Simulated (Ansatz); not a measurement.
## A series in volume per atom on LiF

All results are calculated (Ansatz 0.2.0). Plane-wave density functional theory, PAW datasets, Gaussian smearing 0.05 eV: one cell in which all forces lie under 0.002 eV/angstrom; stress (xx yy zz yz xz xy) and pressure positive in compression; site moments are of spin alone; formation energy from the elements run alike, uncorrected.

Cell of the first row (space group Fm-3m, No. 225):
```
cell vectors (Å)
   0.0000     2.0065     2.0065
   2.0065     0.0000     2.0065
   2.0065     2.0065     0.0000
atoms (fractions of the cell vectors)
Li  0.00000  0.00000  0.00000
F   0.50000  0.50000  0.50000
```

Settings of every row: paw set soft_2; functional PBE; spin treatment none; moment partition spheres; spin axis none; wave cutoff 420 eV; k mesh 14x14x14; SCF start atoms; lower state search light; symmetry use detected.

Atom first moment, atom hubbard u: 0 on all atoms.

| row | volume per atom (Å³) | formation energy (eV per atom) | pressure (GPa) | energy above relaxed cell (meV per atom) |
| --- | --- | --- | --- | --- |
| 1 | 8.079 | -2.9424 | 2.987 | 3.03 |
| 2 | 8.247 | -2.9447 | 1.414 | 0.73 |
| 3 | 8.251 | -2.9447 | 1.379 | 0.71 |
| 4 | 8.327 | -2.9452 | 0.724 | 0.22 |
| 5 | 8.415 | -2.9454 | -0.002 | 0 |
| 6 | 8.584 | ? | ? | ? |
| 7 | 8.752 | -2.9428 | -2.436 | 2.65 |

Question: what formation energy and pressure should row 6 give?

Worked fit of formation energy. Take u = (V_r/V)^(2/3) − 1 with V_r = 8.289 Å³ an atom, which is twice the finite (Eulerian) strain; such expansions in the strain, on which the Birch-Murnaghan equation of state is built, carry the rest volume and the bulk modulus. The shown rows have u = 0.01725, 0.00339, 0.00307, -0.00304, -0.01001, -0.03559. Least squares give formation energy = −2.945 + 0.081 × u + 4.012 × u² eV per atom; a straight line predicts inner rows, each left out in turn, worse (root mean square 0.001 against 1.8e-05 eV per atom). All shown rows lie on it to the printed digit. The withheld row has u = -0.02304, so the fit gives −2.945 + 0.081 × (-0.02304) + 4.012 × (-0.02304)² = -2.9447 eV per atom.

The calculation gave -2.9448 eV per atom. The fit lies 0.0001 eV per atom (3.3 % of the column's range) above it, one unit of the last digit.

Worked fit of pressure. Take u = (V_r/V)^(2/3) − 1 with V_r = 8.289 Å³ an atom, which is twice the finite (Eulerian) strain; such expansions in the strain, on which the Birch-Murnaghan equation of state is built, carry the rest volume and the bulk modulus. The shown rows have u = 0.01725, 0.00339, 0.00307, -0.00304, -0.01001, -0.03559. Least squares give pressure = 1.0473 + 107.657 × u + 275.11 × u² GPa; a straight line predicts inner rows, each left out in turn, worse (root mean square 0.072 against 0.0018 GPa). The rows lie off it by 0.001, -0.001, -0.001, 0.001, 0.001, 0.000. The pressure vanishes at u = -0.0100, or V = 8.415 Å³ an atom, and there the bulk modulus at fixed shape and fractions is B = −V dP/dV = (2/3)(1 + u) dP/du = 67.4 GPa. The withheld row has u = -0.02304, so the fit gives 1.0473 + 107.657 × (-0.02304) + 275.11 × (-0.02304)² = -1.287 GPa.

The calculation gave -1.282 GPa. The fit lies 0.005 GPa (0.092 % of the column's range) below it; its largest miss of a shown row is 0.001 GPa.

The other values of row 6: energy above relaxed cell 0.67 meV per atom.
